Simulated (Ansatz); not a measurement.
Wanted: the native input for an Ansatz 0.2.0 run.

```
Task                : band structure
Functional          : PBEsol
Potentials or basis : all-electron LAPW, scalar-relativistic
Cutoff              : 154 eV (chosen from the basis error)
Basis error allowed : 0.001 eV/atom
k mesh              : 9 × 9 × 9
Occupations         : fermi-dirac, width 0.05 eV
Spin                : no spin polarisation
```

The system is Pb.

```
Pb
1.0
     0.00000    2.47502    2.47502
     2.47502    0.00000    2.47502
     2.47502    2.47502    0.00000
Pb
1
Direct
  0.00000 0.00000 0.00000
```

These files were run (other wordings do the same):

input.yaml

```yaml
crystal:
  lattice:
    - [0.0, 2.47502, 2.47502]
    - [2.47502, 0.0, 2.47502]
    - [2.47502, 2.47502, 0.0]
  atoms:
    - { symbol: Pb, position: [0.0, 0.0, 0.0] }
kpoints:
  mp_grid: { grid: [9, 9, 9] }
  band_path:
    path:
      - [0.0, 0.0, 0.0]
      - [0.5, 0.0, 0.5]
      - [0.5, 0.25, 0.75]
      - [0.375, 0.375, 0.75]
      - [0.0, 0.0, 0.0]
      - [0.5, 0.5, 0.5]
      - [0.625, 0.25, 0.625]
      - [0.5, 0.25, 0.75]
    npoints: 12
scf:
  occupations: { method: fermi_dirac, width: 0.05 }
hamiltonian:
  xc: pbesol
  pseudopotentials: { kind: all_electron, lapw: { basis_error: 0.001 } }
output:
  forces: true
  stress: true
  eigenvalues: true
```

Potentials or basis: all-electron LAPW, scalar-relativistic.

Launch:

```console
$ ansatz run input.yaml --threads 1 --pin off --max-ram 3072MiB --backend cpu --events-out ev --progress --plain --runs-dir out
```

It gave:

| Quantity | Value |
| --- | --- |
| Pressure | -0.6 GPa |
| Band gap along the path | none (metal or under the smearing width) |

Caveat: spin-orbit coupling is left out, which moves the levels of the heavy elements.

Run time: 6 s on 1 thread of Arm Neoverse V1, on a shared host, peak memory 0.23 GiB.
